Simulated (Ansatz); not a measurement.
**Band table of Yb (dhcp type)**

```yaml
crystal:
  lattice:
    - [3.68937, 0.00000, 0.00000]
    - [-1.84469, 3.19509, 0.00000]
    - [0.00000, 0.00000, 12.08450]
  atoms:
    - { symbol: Yb, position: [0.00000, 0.00000, 0.00000] }
    - { symbol: Yb, position: [0.00000, 0.00000, 0.50000] }
    - { symbol: Yb, position: [0.33333, 0.66667, 0.25000] }
    - { symbol: Yb, position: [0.66667, 0.33333, 0.75000] }
```

The cell comes from a relaxation on PAW files under the same functional, begun from a prototype that needn't be the stable phase.

Computed with Ansatz 0.2.0; functional PBE, scalar-relativistic. Settings: a Γ-centred 11×11×3 k mesh, Fermi–Dirac smearing of 0.08 eV, no spin polarisation. Methods: PAW: frozen-core files, cutoff 420 eV.

This run: the series' base cell.

Spin–orbit coupling is left out, which matters for the heavy atoms.

Path points, in fractions of the reciprocal vectors: Γ (0.000, 0.000, 0.000), M (0.500, 0.000, 0.000), K (0.333, 0.333, 0.000), A (0.000, 0.000, 0.500), L (0.500, 0.000, 0.500), H (0.333, 0.333, 0.500). Levels in eV from the Fermi level; bands 5 to 56, counted from the lowest band of the run. The gap is zero, the pressure 0.00 GPa.

```
# k(1/Å) point b5 b6 b7 b8 b9 b10 b11 b12 b13 b14 b15 b16 b17 b18 b19 b20 b21 b22 b23 b24 b25 b26 b27 b28 b29 b30 b31 b32 b33 b34 b35 b36 b37 b38 b39 b40 b41 b42 b43 b44 b45 b46 b47 b48 b49 b50 b51 b52 b53 b54 b55 b56
0.000 Γ -24.22 -24.05 -24.05 -23.92 -23.92 -23.90 -23.90 -23.90 -23.90 -23.88 -23.88 -23.88 -5.21 -3.86 -3.86 -1.89 -0.57 -0.57 -0.55 -0.54 -0.52 -0.52 -0.50 -0.49 -0.49 -0.49 -0.49 -0.49 -0.46 -0.46 -0.46 -0.46 -0.44 -0.44 -0.44 -0.44 -0.40 -0.40 -0.39 -0.39 -0.39 -0.39 -0.38 -0.38 0.35 1.51 1.53 2.68 2.68 2.77 2.77 2.82
0.246 - -24.21 -24.06 -24.06 -23.96 -23.94 -23.93 -23.93 -23.92 -23.91 -23.91 -23.88 -23.88 -4.88 -3.57 -3.57 -1.56 -0.57 -0.57 -0.54 -0.53 -0.52 -0.52 -0.49 -0.49 -0.49 -0.49 -0.48 -0.48 -0.46 -0.46 -0.46 -0.45 -0.45 -0.45 -0.44 -0.43 -0.41 -0.41 -0.41 -0.40 -0.40 -0.40 -0.40 -0.39 0.25 1.39 1.51 2.18 2.35 2.42 2.95 3.00
0.492 - -24.16 -24.11 -24.10 -24.05 -24.02 -23.97 -23.96 -23.96 -23.93 -23.93 -23.90 -23.90 -3.98 -2.79 -2.79 -0.81 -0.56 -0.56 -0.54 -0.53 -0.52 -0.52 -0.50 -0.49 -0.48 -0.47 -0.47 -0.47 -0.46 -0.46 -0.46 -0.46 -0.45 -0.45 -0.44 -0.44 -0.44 -0.43 -0.43 -0.42 -0.41 -0.40 -0.39 -0.32 0.04 1.04 1.23 1.38 1.62 1.64 2.71 2.86
0.737 - -24.19 -24.18 -24.13 -24.12 -24.09 -23.99 -23.99 -23.97 -23.96 -23.95 -23.92 -23.92 -2.73 -1.89 -1.88 -0.63 -0.55 -0.54 -0.53 -0.51 -0.51 -0.49 -0.49 -0.49 -0.49 -0.48 -0.48 -0.48 -0.48 -0.47 -0.47 -0.46 -0.45 -0.45 -0.45 -0.43 -0.42 -0.42 -0.42 -0.41 -0.41 -0.41 -0.39 -0.11 -0.08 0.36 0.68 0.74 1.47 1.57 2.03 2.52
0.983 M -24.22 -24.21 -24.17 -24.16 -24.04 -24.01 -24.00 -23.97 -23.97 -23.96 -23.93 -23.92 -1.83 -1.46 -1.24 -1.05 -0.56 -0.53 -0.53 -0.50 -0.50 -0.50 -0.49 -0.49 -0.49 -0.49 -0.49 -0.48 -0.48 -0.48 -0.48 -0.47 -0.45 -0.44 -0.43 -0.42 -0.42 -0.42 -0.41 -0.41 -0.41 -0.40 -0.39 -0.38 0.12 0.13 0.22 0.51 1.58 1.59 1.73 2.53
1.125 - -24.22 -24.21 -24.16 -24.15 -24.04 -24.02 -24.01 -23.99 -23.96 -23.95 -23.94 -23.94 -1.72 -1.36 -1.15 -0.97 -0.56 -0.53 -0.53 -0.50 -0.50 -0.49 -0.49 -0.49 -0.49 -0.49 -0.49 -0.48 -0.48 -0.48 -0.48 -0.48 -0.45 -0.45 -0.42 -0.42 -0.42 -0.41 -0.41 -0.41 -0.40 -0.40 -0.39 -0.38 0.14 0.14 0.29 0.51 1.46 1.49 1.68 2.51
1.267 - -24.20 -24.19 -24.15 -24.14 -24.05 -24.04 -24.03 -24.02 -23.97 -23.97 -23.95 -23.95 -1.41 -1.08 -0.93 -0.79 -0.56 -0.53 -0.53 -0.50 -0.50 -0.49 -0.49 -0.49 -0.49 -0.49 -0.49 -0.48 -0.48 -0.48 -0.47 -0.47 -0.46 -0.45 -0.42 -0.42 -0.42 -0.42 -0.41 -0.41 -0.40 -0.38 -0.37 -0.35 0.16 0.16 0.48 0.51 1.15 1.19 1.55 2.15
1.409 - -24.18 -24.16 -24.13 -24.13 -24.09 -24.08 -24.05 -24.02 -24.01 -23.97 -23.96 -23.94 -0.96 -0.75 -0.69 -0.63 -0.56 -0.55 -0.53 -0.51 -0.50 -0.49 -0.49 -0.49 -0.49 -0.49 -0.48 -0.48 -0.47 -0.47 -0.47 -0.46 -0.45 -0.45 -0.43 -0.42 -0.42 -0.41 -0.41 -0.40 -0.40 -0.36 -0.25 -0.20 0.06 0.17 0.49 0.61 0.76 0.90 1.37 1.80
1.551 K -24.16 -24.13 -24.13 -24.12 -24.12 -24.09 -24.05 -24.05 -24.01 -23.97 -23.97 -23.94 -0.62 -0.62 -0.62 -0.60 -0.56 -0.56 -0.53 -0.53 -0.50 -0.49 -0.49 -0.49 -0.49 -0.48 -0.48 -0.48 -0.48 -0.46 -0.46 -0.45 -0.45 -0.42 -0.42 -0.42 -0.41 -0.41 -0.41 -0.40 -0.37 -0.27 -0.27 0.15 0.15 0.15 0.15 0.19 0.66 1.12 1.12 1.68
1.835 - -24.17 -24.16 -24.13 -24.11 -24.09 -24.06 -24.01 -24.01 -23.99 -23.97 -23.95 -23.94 -1.97 -1.25 -1.25 -0.56 -0.54 -0.54 -0.53 -0.52 -0.52 -0.50 -0.50 -0.49 -0.49 -0.48 -0.48 -0.47 -0.47 -0.47 -0.46 -0.46 -0.46 -0.46 -0.44 -0.43 -0.42 -0.42 -0.42 -0.42 -0.41 -0.39 -0.38 0.04 0.19 0.20 0.72 0.89 1.07 1.26 1.58 1.96
2.119 - -24.14 -24.12 -24.12 -24.06 -24.05 -24.00 -23.97 -23.96 -23.95 -23.95 -23.93 -23.91 -3.60 -2.47 -2.47 -0.63 -0.55 -0.55 -0.53 -0.53 -0.52 -0.52 -0.50 -0.50 -0.49 -0.47 -0.47 -0.47 -0.47 -0.46 -0.46 -0.46 -0.46 -0.45 -0.45 -0.44 -0.43 -0.43 -0.42 -0.42 -0.42 -0.41 -0.40 -0.13 0.02 0.88 1.08 1.34 1.36 1.42 2.67 2.70
2.402 - -24.20 -24.06 -24.06 -23.97 -23.95 -23.94 -23.93 -23.93 -23.91 -23.91 -23.89 -23.88 -4.78 -3.47 -3.47 -1.45 -0.57 -0.56 -0.54 -0.53 -0.52 -0.52 -0.49 -0.49 -0.49 -0.48 -0.48 -0.48 -0.46 -0.46 -0.45 -0.45 -0.45 -0.45 -0.44 -0.43 -0.42 -0.41 -0.41 -0.41 -0.40 -0.40 -0.40 -0.39 0.22 1.35 1.50 2.05 2.23 2.30 3.00 3.03
2.686 Γ -24.22 -24.05 -24.05 -23.92 -23.92 -23.90 -23.90 -23.90 -23.90 -23.88 -23.88 -23.88 -5.21 -3.86 -3.86 -1.89 -0.57 -0.57 -0.55 -0.54 -0.52 -0.52 -0.50 -0.49 -0.49 -0.49 -0.49 -0.49 -0.46 -0.46 -0.46 -0.46 -0.44 -0.44 -0.44 -0.44 -0.40 -0.40 -0.39 -0.39 -0.39 -0.39 -0.38 -0.38 0.35 1.51 1.53 2.68 2.68 2.77 2.77 2.82
2.751 - -24.22 -24.09 -24.02 -23.92 -23.92 -23.90 -23.90 -23.89 -23.89 -23.88 -23.88 -23.88 -5.18 -4.15 -3.55 -1.94 -0.57 -0.57 -0.55 -0.54 -0.52 -0.51 -0.50 -0.49 -0.49 -0.49 -0.49 -0.49 -0.46 -0.46 -0.46 -0.46 -0.44 -0.44 -0.43 -0.43 -0.40 -0.40 -0.39 -0.39 -0.39 -0.39 -0.38 -0.38 0.38 1.31 1.75 2.68 2.68 2.78 2.78 2.79
2.816 - -24.21 -24.12 -23.99 -23.92 -23.92 -23.91 -23.91 -23.89 -23.89 -23.89 -23.88 -23.88 -5.11 -4.42 -3.23 -2.09 -0.57 -0.57 -0.55 -0.55 -0.52 -0.51 -0.50 -0.49 -0.49 -0.49 -0.49 -0.49 -0.47 -0.47 -0.47 -0.47 -0.43 -0.43 -0.43 -0.43 -0.40 -0.40 -0.40 -0.40 -0.39 -0.39 -0.38 -0.38 0.46 1.10 1.97 2.70 2.71 2.71 2.80 2.80
2.881 - -24.20 -24.15 -23.96 -23.92 -23.92 -23.91 -23.91 -23.91 -23.89 -23.89 -23.88 -23.88 -5.00 -4.65 -2.91 -2.32 -0.57 -0.57 -0.56 -0.55 -0.51 -0.50 -0.50 -0.49 -0.49 -0.49 -0.48 -0.48 -0.48 -0.48 -0.47 -0.47 -0.43 -0.43 -0.42 -0.42 -0.41 -0.41 -0.40 -0.40 -0.39 -0.39 -0.38 -0.38 0.59 0.91 2.19 2.57 2.75 2.75 2.81 2.81
2.946 A -24.18 -24.18 -23.93 -23.93 -23.92 -23.92 -23.92 -23.92 -23.88 -23.88 -23.88 -23.88 -4.85 -4.85 -2.60 -2.60 -0.57 -0.57 -0.56 -0.56 -0.51 -0.51 -0.49 -0.49 -0.48 -0.48 -0.48 -0.48 -0.48 -0.48 -0.48 -0.48 -0.42 -0.42 -0.42 -0.42 -0.41 -0.41 -0.41 -0.41 -0.39 -0.39 -0.38 -0.38 0.74 0.74 2.39 2.39 2.80 2.80 2.80 2.80
3.192 - -24.16 -24.16 -23.96 -23.96 -23.95 -23.95 -23.93 -23.93 -23.90 -23.90 -23.89 -23.89 -4.53 -4.53 -2.31 -2.31 -0.56 -0.56 -0.55 -0.55 -0.50 -0.50 -0.50 -0.50 -0.48 -0.48 -0.48 -0.48 -0.47 -0.47 -0.47 -0.47 -0.42 -0.42 -0.42 -0.42 -0.42 -0.42 -0.41 -0.41 -0.41 -0.41 -0.39 -0.39 0.67 0.67 2.07 2.07 2.54 2.54 2.83 2.83
3.438 - -24.15 -24.15 -24.06 -24.06 -24.02 -24.02 -23.95 -23.95 -23.92 -23.92 -23.91 -23.91 -3.67 -3.67 -1.59 -1.59 -0.55 -0.55 -0.54 -0.54 -0.51 -0.51 -0.50 -0.50 -0.48 -0.48 -0.48 -0.48 -0.46 -0.46 -0.46 -0.46 -0.45 -0.45 -0.44 -0.44 -0.43 -0.43 -0.42 -0.42 -0.42 -0.42 -0.39 -0.39 0.55 0.55 1.30 1.30 1.87 1.87 2.60 2.60
3.684 - -24.18 -24.18 -24.15 -24.15 -24.03 -24.03 -23.98 -23.98 -23.94 -23.94 -23.93 -23.93 -2.50 -2.50 -1.05 -1.05 -0.54 -0.54 -0.51 -0.51 -0.50 -0.50 -0.49 -0.49 -0.49 -0.49 -0.48 -0.48 -0.48 -0.48 -0.47 -0.47 -0.46 -0.46 -0.43 -0.43 -0.43 -0.43 -0.42 -0.42 -0.41 -0.41 -0.40 -0.40 0.32 0.32 0.62 0.62 1.60 1.60 2.23 2.23
3.930 L -24.21 -24.21 -24.18 -24.18 -24.02 -24.02 -23.99 -23.99 -23.95 -23.95 -23.94 -23.94 -1.66 -1.66 -1.15 -1.15 -0.55 -0.55 -0.50 -0.50 -0.50 -0.50 -0.49 -0.49 -0.49 -0.49 -0.49 -0.49 -0.48 -0.48 -0.47 -0.47 -0.46 -0.46 -0.42 -0.42 -0.42 -0.42 -0.41 -0.41 -0.40 -0.40 -0.40 -0.40 0.16 0.16 0.33 0.33 1.54 1.54 2.20 2.20
4.071 - -24.20 -24.20 -24.18 -24.18 -24.02 -24.02 -23.99 -23.99 -23.97 -23.97 -23.94 -23.94 -1.56 -1.56 -1.06 -1.06 -0.55 -0.55 -0.50 -0.50 -0.49 -0.49 -0.49 -0.49 -0.49 -0.49 -0.49 -0.49 -0.48 -0.48 -0.48 -0.48 -0.46 -0.46 -0.42 -0.42 -0.41 -0.41 -0.41 -0.41 -0.40 -0.40 -0.39 -0.39 0.20 0.20 0.34 0.34 1.47 1.47 2.09 2.09
4.213 - -24.19 -24.19 -24.16 -24.16 -24.05 -24.05 -24.00 -24.00 -23.99 -23.99 -23.94 -23.94 -1.27 -1.27 -0.85 -0.85 -0.55 -0.55 -0.50 -0.50 -0.50 -0.50 -0.49 -0.49 -0.49 -0.49 -0.48 -0.48 -0.48 -0.48 -0.48 -0.48 -0.45 -0.45 -0.43 -0.43 -0.42 -0.42 -0.41 -0.41 -0.39 -0.39 -0.36 -0.36 0.24 0.24 0.37 0.37 1.28 1.28 1.79 1.79
4.355 - -24.16 -24.16 -24.14 -24.14 -24.08 -24.08 -24.04 -24.04 -23.98 -23.98 -23.95 -23.95 -0.87 -0.87 -0.65 -0.65 -0.55 -0.55 -0.52 -0.52 -0.50 -0.50 -0.49 -0.49 -0.48 -0.48 -0.48 -0.48 -0.47 -0.47 -0.47 -0.47 -0.45 -0.45 -0.44 -0.44 -0.42 -0.42 -0.41 -0.41 -0.35 -0.35 -0.24 -0.24 0.20 0.20 0.31 0.31 1.12 1.12 1.42 1.42
4.497 H -24.14 -24.14 -24.13 -24.13 -24.09 -24.09 -24.07 -24.07 -23.97 -23.97 -23.96 -23.96 -0.62 -0.62 -0.61 -0.61 -0.56 -0.56 -0.53 -0.53 -0.50 -0.50 -0.49 -0.49 -0.48 -0.48 -0.48 -0.48 -0.47 -0.47 -0.47 -0.47 -0.45 -0.45 -0.44 -0.44 -0.42 -0.42 -0.41 -0.41 -0.15 -0.15 -0.15 -0.15 -0.05 -0.05 0.26 0.26 1.13 1.13 1.21 1.21
4.781 - -24.15 -24.15 -24.15 -24.15 -24.05 -24.05 -24.02 -24.02 -23.99 -23.99 -23.94 -23.94 -1.78 -1.78 -0.67 -0.67 -0.53 -0.53 -0.53 -0.53 -0.50 -0.50 -0.49 -0.49 -0.49 -0.49 -0.48 -0.48 -0.47 -0.47 -0.47 -0.47 -0.45 -0.45 -0.44 -0.44 -0.42 -0.42 -0.42 -0.42 -0.40 -0.40 -0.23 -0.23 0.36 0.36 0.47 0.47 1.35 1.35 1.67 1.67
5.065 - -24.14 -24.14 -24.08 -24.08 -24.03 -24.03 -23.97 -23.97 -23.94 -23.94 -23.91 -23.91 -3.30 -3.30 -1.31 -1.31 -0.55 -0.55 -0.54 -0.54 -0.51 -0.51 -0.50 -0.50 -0.48 -0.48 -0.47 -0.47 -0.47 -0.47 -0.46 -0.46 -0.45 -0.45 -0.45 -0.45 -0.43 -0.43 -0.42 -0.42 -0.41 -0.41 -0.40 -0.40 0.56 0.56 1.08 1.08 1.66 1.66 2.40 2.40
5.349 - -24.16 -24.16 -23.97 -23.97 -23.96 -23.96 -23.93 -23.93 -23.90 -23.90 -23.89 -23.89 -4.43 -4.43 -2.21 -2.21 -0.56 -0.56 -0.55 -0.55 -0.50 -0.50 -0.50 -0.50 -0.48 -0.48 -0.48 -0.48 -0.47 -0.47 -0.47 -0.47 -0.43 -0.43 -0.42 -0.42 -0.42 -0.42 -0.42 -0.42 -0.41 -0.41 -0.40 -0.40 0.66 0.66 1.97 1.97 2.44 2.44 2.81 2.81
5.633 A -24.18 -24.18 -23.93 -23.93 -23.92 -23.92 -23.92 -23.92 -23.88 -23.88 -23.88 -23.88 -4.85 -4.85 -2.60 -2.60 -0.57 -0.57 -0.56 -0.56 -0.51 -0.51 -0.49 -0.49 -0.48 -0.48 -0.48 -0.48 -0.48 -0.48 -0.48 -0.48 -0.42 -0.42 -0.42 -0.42 -0.41 -0.41 -0.41 -0.41 -0.39 -0.39 -0.38 -0.38 0.74 0.74 2.39 2.39 2.80 2.80 2.80 2.80
```
